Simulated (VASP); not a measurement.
# TiB2 (P6/mmm) in VASP: notebook

One crystal, TiB2, is run at these levels: PBE; tasks: single point.

Everything below comes from runs of VASP 6.6.1. Logs are shortened: lines on timing, memory, paths and dates and some standing lists are left out, and cuts for length are marked.

## (1) The structure

It takes space group P6/mmm (No. 191, hexagonal). Conventional cell: a = 3.044 Å, b = 3.044 Å, c = 3.244 Å, α = 90.00°, β = 90.00°, γ = 120.00°. Ti (site symmetry 6/mmm) has 12 B at 2.39 Å as nearest neighbours. Around B (site symmetry -6m2) lie 3 B at 1.76 Å.

## (2) Single point, PBE

INCAR reads:

```
SYSTEM = TiB2
PREC = Accurate ; ENCUT = 520
EDIFF = 1E-6 ; ISMEAR = -1
SIGMA = 0.0451 ; LREAL = .False.
LASPH = .True. ; NELM = 100
ALGO = Fast ; ISIF = 2
LWAVE = .False. ; LCHARG = .False.
GGA = PE ; NBANDS = 16
```

KPOINTS reads:

```
regular mesh
0
Gamma
  7 7 6
  0 0 0
```

POSCAR reads:

```
TiB2
1.0
    1.5219630000      2.6361120000      0.0000000000
   -1.5219630000      2.6361120000      0.0000000000
    0.0000000000      0.0000000000      3.2440940000
Ti B
1 2
Direct
    0.0000000000      0.0000000000      0.0000000000
    0.3333000000      0.3334000000      0.5000000000
    0.6666000000      0.6667000000      0.5000000000
```

Potentials or basis: VASP PAW PBE potentials, release 64 (Ti_sv, B).

On the command line:

```
$ cat potpaw_PBE.64/Ti_sv/POTCAR potpaw_PBE.64/B/POTCAR > POTCAR
$ mpirun -np 1 vasp_std > vasp.out
```

OUTCAR:

```text
SYSTEM = TiB2
   PREC = Accurate
   ENCUT = 520
   EDIFF = 1E-6
   ISMEAR = -1
   LREAL = .False.
   LASPH = .True.
   NELM = 100
   ISIF = 2
   GGA = PE

 ion  position               nearest neighbor table
   1  0.000  0.000  0.000-   3 2.39   3 2.39   2 2.39   2 2.39   2 2.39   3 2.39   2 2.39   3 2.39
                             3 2.39   3 2.39   2 2.39   2 2.39
   2  0.333  0.333  0.500-   3 1.76   3 1.76   3 1.76   1 2.39   1 2.39   1 2.39   1 2.39   1 2.39
                             1 2.39
   3  0.667  0.667  0.500-   2 1.76   2 1.76   2 1.76   1 2.39   1 2.39   1 2.39   1 2.39   1 2.39
                             1 2.39

  LATTYP: Found a hexagonal cell.
 ALAT       =     3.0439214592
 C/A-ratio  =     1.0657614014

  Lattice vectors:

 A1 = (   1.5219630000,  -2.6361120000,   0.0000000000)
 A2 = (   1.5219630000,   2.6361120000,   0.0000000000)
 A3 = (   0.0000000000,   0.0000000000,   3.2440940000)

Analysis of symmetry for initial positions (statically):
=====================================================================
 Subroutine PRICEL returns:
 Original cell was already a primitive cell.

 Routine SETGRP: Setting up the symmetry group for a
 hexagonal supercell.

 Subroutine GETGRP returns: Found  4 space group operations
 (whereof  4 operations were pure point group operations)
 out of a pool of 24 trial point group operations.

The static configuration has the point symmetry C_2v.

Analysis of symmetry for dynamics (positions and initial velocities):
=====================================================================
 Subroutine PRICEL returns:
 Original cell was already a primitive cell.

 Routine SETGRP: Setting up the symmetry group for a
 hexagonal supercell.

 Subroutine GETGRP returns: Found  4 space group operations
 (whereof  4 operations were pure point group operations)
 out of a pool of 24 trial point group operations.

The dynamic configuration has the point symmetry C_2v.

 Subroutine INISYM returns: Found  4 space group operations
 (whereof  4 operations are pure point group operations),
 and found     1 'primitive' translations

----------------------------------------------------------------------------------------

                                     Primitive cell

  volume of cell :      26.0310

  direct lattice vectors                    reciprocal lattice vectors
     1.521963000  2.636112000  0.000000000     0.328523098  0.189673276  0.000000000
    -1.521963000  2.636112000  0.000000000    -0.328523098  0.189673276  0.000000000
     0.000000000  0.000000000  3.244094000     0.000000000  0.000000000  0.308252474

  length of vectors
     3.043921459  3.043921459  3.244094000     0.379345987  0.379345987  0.308252474

  position of ions in fractional coordinates (direct lattice)
     0.000000000  0.000000000  0.000000000
     0.333300000  0.333400000  0.500000000
     0.666600000  0.666700000  0.500000000

  ion indices of the primitive-cell ions
   primitive index   ion index
                 1           1
                 2           2
                 3           3

----------------------------------------------------------------------------------------

 KPOINTS: regular mesh

Automatic generation of k-mesh.
 Grid dimensions read from file:
 generate k-points for:    7    7    6

 Generating k-lattice:

  Cartesian coordinates                     Fractional coordinates (reciprocal lattice)
     0.046931871  0.027096182  0.000000000     0.142857143  0.000000000  0.000000000
    -0.046931871  0.027096182  0.000000000     0.000000000  0.142857143  0.000000000
     0.000000000  0.000000000  0.051375412     0.000000000  0.000000000  0.166666667

  Length of vectors
     0.054192284  0.054192284  0.051375412

  Shift w.r.t. Gamma in fractional coordinates (k-lattice)
     0.000000000  0.000000000  0.000000000

 Subroutine IBZKPT returns following result:
 ===========================================

 Found     64 irreducible k-points:

 Following reciprocal coordinates:
            Coordinates               Weight
  0.000000  0.000000  0.000000      1.000000
  0.142857  0.000000  0.000000      4.000000
  0.142857  0.142857  0.000000      2.000000
  0.285714  0.000000  0.000000      4.000000
  0.285714  0.285714  0.000000      2.000000
  0.428571  0.000000  0.000000      4.000000
[... 16 lines left out ...]
  0.428571  0.428571  0.166667      4.000000
  0.285714  0.142857  0.166667      8.000000
 [... further k-points ...]
   k-points           NKPTS =     64   k-points in BZ     NKDIM =     64   number of bands    NBANDS=     16
   number of dos      NEDOS =    301   number of ions     NIONS =      3
   total plane-waves  NPLWV =  13824
   dimension x,y,z NGX =    24 NGY =   24 NGZ =   24
   dimension x,y,z NGXF=    48 NGYF=   48 NGZF=   48
   ions per type =               1   2
   NGX,Y,Z   is equivalent  to a cutoff of  13.11, 13.11, 12.30 a.u.
   NGXF,Y,Z  is equivalent  to a cutoff of  26.22, 26.22, 24.60 a.u.
 SYSTEM =  TiB2
   PREC   = accura    normal or accurate (medium, high low for compatibility)
   ISTART =      0    job   : 0-new  1-cont  2-samecut
   ICHARG =      2    charge: 1-file 2-atom 10-const
   ISPIN  =      1    spin polarized calculation?
   LNONCOLLINEAR =      F non collinear calculations
   LSORBIT =      F    spin-orbit coupling
   LASPH  =      T    aspherical Exc in radial PAW
   ENCUT  =  520.0 eV  38.22 Ry    6.18 a.u.   5.66  5.66  6.03*2*pi/ulx,y,z
   NELM   =    100;   NELMIN=  2; NELMDL= -5     # of ELM steps
   EDIFF  = 0.1E-05   stopping-criterion for ELM
   LREAL  =      F    real-space projection
   EDIFFG = 0.1E-04   stopping-criterion for IOM
   NSW    =      0    number of steps for IOM
   IBRION =     -1    ionic relax: 0-MD 1-quasi-New 2-CG
   NFREE  =      0    steps in history (QN), initial steepest desc. (CG)
   ISIF   =      2    stress and relaxation
   ISYM   =      2    0-nonsym 1-usesym 2-fastsym
   POTIM  = 0.5000    time-step for ionic-motion
   TEBEG  =    0.0;   TEEND  =   0.0 temperature during run
   PSTRESS=    0.0 pullay stress
   NELECT =      18.0000    total number of electrons
   NUPDOWN=      -1.0000    fix difference up-down
   EMIN   =  10.00;   EMAX   =-10.00  energy-range for DOS
   EFERMI =   0.00;   METHOD = LEGACY
   ISMEAR =    -1;   SIGMA  =   0.05  broadening in eV -4-tet -1-fermi 0-gaus
   EFERMI_NEDOS =   21; number of points for ismear=-14 and -15
   IALGO  =     68    algorithm
   IMIX   =      4    mixing-type and parameters
     AMIX     =   0.40;   BMIX     =  1.00
     AMIX_MAG =   1.60;   BMIX_MAG =  1.00
  volume/ion in A,a.u.               =       8.68        58.56
  Fermi-wavevector in a.u.,A,eV,Ry     =   1.447667  2.735693 28.514253  2.095738
  Thomas-Fermi vector in A             =   2.565595
   LORBIT       =      0    0 simple, 1 ext, 2 COOP (PROOUT), +10 PAW based schemes
   GGA     = PE    functional components
   LHFCALC =     F    Hartree Fock is set to
   AEXX    =    0.0000 exact exchange contribution
   IVDW    =     0    specifies the selected vdW correction
   LEPSILON=     F    determine dielectric tensor
   LRPA    =     F    only Hartree local field effects (RPA)
 non-spin polarized calculation
 RMM-DIIS sequential band-by-band and
  energy-cutoff  :      520.00
  volume of cell :       26.03
 maximum number of plane-waves:       721
   NGX = 11   NGY = 11   NGZ = 13

 number of electron      18.0000002 magnetization

 Free energy of the ion-electron system (eV)
  ---------------------------------------------------
  ext. energy  EPLUGINS =         0.00000000
  ---------------------------------------------------
  free energy    TOTEN  =       -24.42250530 eV

  energy without entropy =      -24.42062449  energy(sigma->0) =      -24.42156490

 E-fermi :   9.7471     XC(G=0): -12.6993

 val. band max:        9.6626971471   @ k =   0.0000   0.0000   0.5000
 cond. band min:       9.8521542779   @ k =   0.2857   0.1429   0.1667
 fundamental gap:      0.1894571308
 Fermi energy:         9.7471058921

 k-point     1 :       0.0000    0.0000    0.0000
  band No.  band energies     occupation
      1     -47.1575      2.00000
      2     -23.5071      2.00000
      3     -23.1995      2.00000
      4     -23.1994      2.00000
      5      -3.5854      2.00000
      6       7.2693      2.00000
[... 8 lines left out ...]
     15      15.5497      0.00000
     16      16.6335      0.00000

 k-point     2 :       0.1429    0.0000    0.0000
  band No.  band energies     occupation
      1     -47.1479      2.00000
      2     -23.4949      2.00000
      3     -23.2732      2.00000
      4     -23.2162      2.00000
      5      -3.2004      2.00000
      6       6.2240      2.00000
[... 8 lines left out ...]
     15      17.4379      0.00000
     16      18.2605      0.00000

 k-point     3 :       0.1429    0.1429    0.0000
  band No.  band energies     occupation
      1     -47.1479      2.00000
      2     -23.4949      2.00000
      3     -23.2732      2.00000
      4     -23.2162      2.00000
      5      -3.2004      2.00000
      6       6.2231      2.00000
[... 8 lines left out ...]
     15      17.4365      0.00000
     16      18.2609      0.00000

 k-point     4 :       0.2857    0.0000    0.0000
  band No.  band energies     occupation
      1     -47.1264      2.00000
      2     -23.4673      2.00000
      3     -23.4361      2.00000
      4     -23.2538      2.00000
      5      -2.1025      2.00000
      6       4.0292      2.00000
[... 8 lines left out ...]
     15      16.9724      0.00000
     16      20.4986      0.00000
[... 324 lines left out ...]
 k-point    22 :       0.4286    0.0000    0.1667
  band No.  band energies     occupation
      1     -47.1058      2.00000
      2     -23.5567      2.00000
      3     -23.4868      2.00000
      4     -23.2787      2.00000
      5      -0.2793      2.00000
      6       1.7700      2.00000
[... 8 lines left out ...]
     15      17.7463      0.00000
     16      19.9006      0.00000

 k-point    23 :       0.4286    0.4286    0.1667
  band No.  band energies     occupation
      1     -47.1058      2.00000
      2     -23.5566      2.00000
      3     -23.4868      2.00000
      4     -23.2787      2.00000
      5      -0.2793      2.00000
      6       1.7696      2.00000
[... 8 lines left out ...]
     15      17.7462      0.00000
     16      19.9038      0.00000

 k-point    24 :       0.2857    0.1429    0.1667
  band No.  band energies     occupation
      1     -47.1291      2.00000
      2     -23.5196      2.00000
      3     -23.3750      2.00000
      4     -23.2496      2.00000
      5      -2.1797      2.00000
      6       5.0448      2.00000
[... 8 lines left out ...]
     15      17.9485      0.00000
     16      18.4419      0.00000

 [... further k-points ...]

------------------------ aborting loop because EDIFF is reached ----------------------------------------

  FORCE on cell =-STRESS in cart. coord.  units (eV):
  Direction    XX          YY          ZZ          XY          YZ          ZX
  --------------------------------------------------------------------------------------
  -------------------------------------------------------------------------------------
  Total       -0.4645637     -0.4634943     -0.6329875      0.0000000      0.0000000      0.0000000
  in kB      -28.5933127    -28.5274922    -38.9595835      0.0000000      0.0000000      0.0000000
  external PRESSURE =     -32.0267962 kB  Pullay stress =       0.0000000 kB

 VOLUME and BASIS-vectors are now :
 -----------------------------------------------------------------------------
  energy-cutoff  :      520.00
  volume of cell :       26.03
      direct lattice vectors                 reciprocal lattice vectors
     1.521963000  2.636112000  0.000000000     0.328523098  0.189673276  0.000000000
    -1.521963000  2.636112000  0.000000000    -0.328523098  0.189673276  0.000000000
     0.000000000  0.000000000  3.244094000     0.000000000  0.000000000  0.308252474

 POSITION                                       TOTAL-FORCE (eV/Angst)
 -----------------------------------------------------------------------------------
      0.00000      0.00000      0.00000        -0.002120      0.000000      0.000000
     -0.00015      1.75750      1.62205         0.001060     -0.002697      0.000000
     -0.00015      3.51473      1.62205         0.001060      0.002697      0.000000
 -----------------------------------------------------------------------------------
    total drift:                               -0.000019     -0.000000      0.000000

  FREE ENERGIE OF THE ION-ELECTRON SYSTEM (eV)
  ---------------------------------------------------
  free  energy   TOTEN  =       -24.4225053014 eV

  energy  without entropy=      -24.4206244933  energy(sigma->0) =      -24.42156490
```

It took 41 s on 1 thread of AMD EPYC 9R45 (Zen 5), shared host; peak memory 0.11 GiB.

What came out:

```yaml
Free_energy: -24.4225 eV
Pressure: -3.2 GPa
Band_gap_on_the_k_mesh: none (metal or under the smearing width)
```

Forces in eV/Å, atoms in the order of the input:
```
Ti  -0.002  0.000  0.000
B    0.001 -0.003  0.000
B    0.001  0.003  0.000
```

Stress tensor (GPa, compression positive):
```
-2.86  0.00  0.00
 0.00 -2.85  0.00
 0.00  0.00 -3.90
```

## (3) Single point, PBE

INCAR reads:

```
PREC = Accurate
ENCUT = 520
EDIFF = 1E-6
ISMEAR = -1
SIGMA = 0.0451
LREAL = False
LASPH = True
NELM = 60
ALGO = Normal
ISIF = 2
LWAVE = False
LCHARG = True
GGA = PE
LELF = True
LVHAR = True
NBANDS = 16
```

KPOINTS reads:

```
regular mesh
0
Gamma
  7 7 6
```

POSCAR is that of step 2.

Potentials or basis: VASP PAW PBE potentials, release 64 (Ti_sv, B).

On the command line:

```
$ cat potpaw_PBE.64/Ti_sv/POTCAR potpaw_PBE.64/B/POTCAR > POTCAR
$ mpirun -np 1 vasp_std > vasp.out
```

It took 16 s on 1 thread of AMD EPYC 9R45 (Zen 5), shared host; peak memory 0.12 GiB.

The run converged. Its results:

```yaml
Free_energy: -24.4225 eV
Pressure: -3.2 GPa
Band_gap_on_the_k_mesh: none (metal or under the smearing width)
```

Forces in eV/Å, atoms in the order of the input:
```
Ti  -0.002  0.000  0.000
B    0.001 -0.003  0.000
B    0.001  0.003  0.000
```

Stress tensor (GPa, compression positive):
```
-2.86  0.00  0.00
 0.00 -2.85  0.00
 0.00  0.00 -3.93
```

Levels at points of the mesh, in eV from the Fermi level:
| k point | band 5 | band 6 | band 7 | band 8 | band 9 | band 10 | band 11 | band 12 | band 13 | band 14 |
| --- | --- | --- | --- | --- | --- | --- | --- | --- | --- | --- |
| (0.00, 0.00, 0.00) | -13.33 | -2.48 | -2.48 | -2.23 | -1.99 | 1.94 | 1.94 | 3.67 | 3.68 | 5.80 |
| (0.00, 0.00, 0.50) | -11.46 | -7.46 | -0.46 | -0.46 | -0.09 | -0.08 | 0.52 | 0.52 | 1.69 | 6.59 |
